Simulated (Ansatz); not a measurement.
**SrF2, thickness series**

Base system: SrF2 in the fluorite structure (space group Fm-3m, No. 225; a = 5.857 Å). Axes: x, y, z lie along the cube axes.

Free-standing slabs (3 atom(s) a layer) normal to [111] with 15 Å of vacuum; in-plane cell held at bulk.

Computed with Kohn–Sham DFT with the PBE functional, run in Ansatz (a quantum-chemistry and plane-wave program) with PAW and 420 eV plane waves, no SOC.

```csv
case,gap character,change of the spacing d23 from its bulk value of 0.845 Å,band gap,smallest direct gap,shortest interatomic distance
base,–,–,6.78 eV,6.89 eV,2.536 Å
1 layer,"indirect, K–Γ (31 % along) → Γ",–,5.89 eV,5.95 eV,2.535 Å
2 layers,"indirect, M → Γ",+2.0 %,6.23 eV,6.33 eV,2.485 Å
3 layers,"indirect, M → Γ",+0.9 %,6.30 eV,6.39 eV,2.510 Å
4 layers,"indirect, M → Γ",+1.0 %,6.33 eV,6.43 eV,2.509 Å
5 layers,"indirect, M → Γ",+1.0 %,6.35 eV,6.45 eV,2.509 Å
6 layers,"indirect, M → Γ",+1.0 %,6.36 eV,6.46 eV,2.509 Å
```

Stability against distortions was not tested. k-point labels follow each cell's own Brillouin zone.
